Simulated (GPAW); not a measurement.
The system is CuO.

```
Cu O
1.0
     3.28802    0.00000    0.00000
    -1.64401    2.84751    0.00000
     0.00000    0.00000    5.38502
Cu O
2 2
Direct
  0.66667 0.33333 0.00000
  0.33333 0.66667 0.50000
  0.66667 0.33333 0.62520
  0.33333 0.66667 0.12520
```

Measurements of this composition are mostly on another form, of space group No. 15.

Program: GPAW 26.7.0. Alike in all runs: task band structure; no spin polarisation; cell as given; k mesh 6 × 6 × 3; cutoff (eV) 800; smearing fermi-dirac 0.05 eV; the mesh is coarse, so values aren't converged.

Order these runs on this cell by their pressure, lowest first.
A. level LDA; potentials or basis the program's PAW data sets (release 1.2.1) made for this functional, pw
B. level PW91; potentials or basis PAW data sets generated in the run's folder for this functional, pw
C. level revPBE; potentials or basis the program's PAW data sets (release 1.2.1) made for this functional, pw
D. level SCAN; potentials or basis GPAW PAW data sets (gpaw-data 1.2.1), pw

A (-19.5 GPa), D (-14.4 GPa), B (-8.6 GPa), C (-4.4 GPa).

Caveats: all runs use coarse meshes; with this Cu data set, volumes or pressures lay over 1.5 % or 2 GPa off other programs in two to four cells of ten; the run has no spin polarisation, though such a crystal can be magnetic; the PAW data sets were made with another functional, which shifts forces and pressure a little (some runs).

Runs at the PBE level aren't shown here.
